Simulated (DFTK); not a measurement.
The system is Al.

```
CELL_PARAMETERS angstrom
0.00000 2.02481 2.02481
2.02481 0.00000 2.02481
2.02481 2.02481 0.00000
ATOMIC_POSITIONS crystal
Al 0.00000 0.00000 0.00000
```

* Program: DFTK 0.8.2
* Task: single point
* Functional: PBEsol
* Potentials or basis: dojo.nc.sr.pbesol.v0_4_1.standard.upf (PBEsol)
* Cutoff: 707 eV
* k mesh: 11 × 11 × 11
* Occupations: fermi-dirac, width 0.05 eV
* Spin: no spin polarisation

On this cell: pressure -2.1 GPa; band gap on the k mesh none (metal or under the smearing width).

The same run follows on a disturbed copy (cell strained at random at fixed volume):

```xyz
1
Lattice="0.0479 1.9691 2.0269 2.0433 -0.0084 2.0831 2.0406 2.0227 -0.0057" Properties=species:S:1:pos:R:3 pbc="T T T"
Al    0.0167    0.0547   -0.0153
```

Question: What does the disturbed cell give?

Answer: The energy (extrapolated to zero smearing) moves by +4.7 meV/atom; pressure -1.9 GPa; band gap on the k mesh none (metal or under the smearing width).

Stress tensor (GPa, compression positive):
```
-0.99 -0.73 -1.16
-0.73 -1.08  1.52
-1.16  1.52 -3.54
```
